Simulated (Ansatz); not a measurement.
# GaSb: the cost of one run

Method: reference: DFT, HSE06, plane waves, PAW, in Ansatz 0.2.0.

1 further run of the same task is left out (it didn't finish).

### 1 Starting point

Symmetry: Fm-3m, No. 225, cubic system. Conventional cell: a = 5.746 Å, b = 5.746 Å, c = 5.746 Å, α = 90.00°, β = 90.00°, γ = 90.00°. Around Ga (site symmetry m-3m) lie 6 Sb at 2.87 Å. Sb (site symmetry m-3m) has 6 Ga at 2.87 Å as nearest neighbours.

Coordinates:

```cif
data_structure
_symmetry_space_group_name_H-M 'P 1'
_symmetry_Int_Tables_number 1
_cell_length_a 4.0632
_cell_length_b 4.0632
_cell_length_c 4.0632
_cell_angle_alpha 60.000
_cell_angle_beta 60.000
_cell_angle_gamma 60.000
_cell_volume 47.43
loop_
_atom_site_label
_atom_site_type_symbol
_atom_site_fract_x
_atom_site_fract_y
_atom_site_fract_z
_atom_site_occupancy
Ga1 Ga 0.00000 0.00000 0.00000 1
Sb1 Sb 0.50000 0.50000 0.50000 1
```

### 2 Reference

File input.yaml:

```yaml
crystal:
  lattice:
    - [0.0, 2.8731179487, 2.8731179487]
    - [2.8731179487, 0.0, 2.8731179487]
    - [2.8731179487, 2.8731179487, 0.0]
  atoms:
    - { symbol: Ga, position: [0.0, 0.0, 0.0] }
    - { symbol: Sb, position: [0.5, 0.5, 0.5] }
kpoints:
  mp_grid: { grid: [4, 4, 4] }
hamiltonian:
  xc: hse06
scf:
  occupations: { method: fermi_dirac, width: 0.02 }
  n_extra_bands: 4
output:
  forces: true
  stress: true
  eigenvalues: true
  write_density: true
  write_potential: true
  elf: true
  volumetric_format: npy
```

Run with:

```bash
$ ansatz run input.yaml --threads 4 --pin off --max-ram 3686MiB --backend cpu --events-out ev --progress --plain --runs-dir out
```

Q: Estimate wall time and peak memory on 4 threads of Arm Neoverse N1, shared host.

About 11 s, with a peak of 0.76 GiB.
